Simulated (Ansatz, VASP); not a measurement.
# P: VASP beside Ansatz

```
P
1.0
     0.00000    1.86604    1.86604
     1.86604    0.00000    1.86604
     1.86604    1.86604    0.00000
P
1
Cartesian
  0.0000 0.0000 0.0000
```

Alike in both runs: task single point; functional RPBE; k mesh 16 × 16 × 16; occupations fermi-dirac, width 0.1 eV; no spin polarisation.

```csv
,VASP,Ansatz
version,VASP 6.6.1,Ansatz 0.2.0
potentials or method,"VASP PAW PBE potentials, release 64 (P)","plane waves (420 eV) with PAW, scalar-relativistic"
plane-wave cutoff (eV),520,420
valence electrons in the cell,5,5
```

VASP gave:

* pressure (GPa): 14.1

Question: Which values does Ansatz return?

Answer: Pressure (GPa): 14.9.

Caveats: the PAW data sets were made with another functional, which shifts forces and pressure a little (VASP).
